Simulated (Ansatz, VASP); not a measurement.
# Zn: VASP beside Ansatz

```
CELL_PARAMETERS angstrom
-1.56904 1.56904 1.56904
1.56904 -1.56904 1.56904
1.56904 1.56904 -1.56904
ATOMIC_POSITIONS crystal
Zn 0.01207 0.99880 0.00532
```

This isn't the form of Zn at room conditions, which is hcp.

Alike in both runs: task single point; functional PBEsol; dispersion D3(BJ); k mesh 8 × 8 × 8; occupations methfessel-paxton of order 1, width 0.05 eV; no spin polarisation.

|  | VASP | Ansatz |
| --- | --- | --- |
| version | VASP 6.6.1 | Ansatz 0.2.0 |
| potentials or method | VASP PAW PBE potentials, release 64 (Zn) | plane waves, PAW |
| plane-wave cutoff (eV) | 520 | 550 |
| valence electrons in the cell | 12 | 12 |

|  | VASP | Ansatz | Ansatz less VASP |
| --- | --- | --- | --- |
| pressure (GPa) | -9.5 | -9.8 | -0.31 |
| dispersion energy (meV/atom) | -353.4 | -353.5 | -0.09 |

Caveats: the PAW data sets were made with another functional, which shifts forces and pressure a little (VASP); pairwise dispersion overbinds metals, which lowers pressure and volume.
